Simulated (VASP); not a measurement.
Be16HC: single point with PBE

The system is Be16HC, a slab with vacuum.

```
Be C H
1.0
     4.58000    0.00000    0.00000
     2.29000    3.96640    0.00000
     0.00000    0.00000   16.38265
Be C H
16 1 1
Cartesian
  0.0000 1.3221 1.0000
  2.2900 1.3221 1.0000
  1.1450 3.3053 1.0000
  3.4350 3.3053 1.0000
  0.1809 0.1057 2.8028
  2.4262 0.0297 3.1702
  1.4573 2.2142 2.7574
  3.5345 2.0134 2.9159
  0.1262 1.3370 4.5837
  2.4215 1.2132 4.7175
  1.0043 3.3792 5.0251
  3.4302 3.1717 4.8340
  -0.0937 -0.2233 6.6806
  1.9914 0.0460 6.8151
  1.3382 2.1102 6.5527
  3.7218 1.8510 6.5857
  5.2678 0.9072 7.5450
  5.1833 0.7949 8.6807
```

The cell was built by a generator and needn't be a form met in nature.

| Property | Result |
| --- | --- |
| Program | VASP 6.6.1 |
| Task | single point |
| Functional | PBE |
| Potentials or basis | VASP PAW PBE potentials, release 64 (Be, C, H) |
| Cutoff | 520 eV |
| k mesh | 4 × 4 × 1 |
| Occupations | fermi-dirac, width 0.15 eV |
| Spin | no spin polarisation |
| Dipole correction | no |
| Further INCAR settings | LREAL = Auto; ALGO = Normal; EDIFF = 1e-07; NBANDS = 34 |

```
Largest force          : 2.988 eV/Å
Band gap on the k mesh : none (metal or under the smearing width)
```

Forces in eV/Å, atoms in the order of the input:
```
Be   0.127  0.322 -0.106
Be   0.380 -0.209  0.159
Be  -0.042  0.501  0.100
Be   0.208 -0.239  0.298
Be  -0.148 -0.030  0.277
Be  -0.194 -0.494 -1.884
Be  -1.260 -1.271  1.027
Be   0.303  0.110 -0.148
Be   0.122 -0.183  0.300
Be  -0.561  1.321  0.800
Be   0.735 -0.459 -0.503
Be  -0.020  0.680 -0.409
Be   0.568  1.027 -0.593
Be   1.122 -0.008 -0.854
Be  -0.825 -1.969  0.077
Be   0.424 -0.757  0.148
C   -1.100  1.036  2.578
H    0.161  0.621 -1.266
```

Levels at points of the mesh, in eV from the Fermi level:
| k point | band 14 | band 15 | band 16 | band 17 | band 18 | band 19 | band 20 | band 21 | band 22 | band 23 |
| --- | --- | --- | --- | --- | --- | --- | --- | --- | --- | --- |
| (0.00, 0.00, 0.00) | -2.40 | -1.99 | -1.93 | -1.77 | -1.31 | -1.17 | -0.14 | 1.22 | 2.01 | 2.24 |
| (0.50, 0.00, 0.00) | -2.34 | -1.64 | -1.00 | -0.62 | -0.15 | 0.56 | 1.47 | 1.88 | 2.78 | 3.07 |
| (0.50, 0.50, 0.00) | -2.43 | -1.96 | -1.01 | -0.57 | -0.34 | 0.46 | 0.79 | 2.43 | 2.69 | 3.09 |
| (0.00, 0.50, 0.00) | -2.34 | -1.88 | -1.02 | -0.51 | -0.27 | 0.69 | 0.81 | 2.27 | 2.40 | 3.17 |

Run time: 2.3 min on 1 thread of Intel(R) Xeon(R) 6975P-C (Granite Rapids), with other jobs on the host, peak memory 0.41 GiB.

Caveat: the k mesh is coarse (spacing up to 0.40 Å⁻¹), so the values aren't converged.
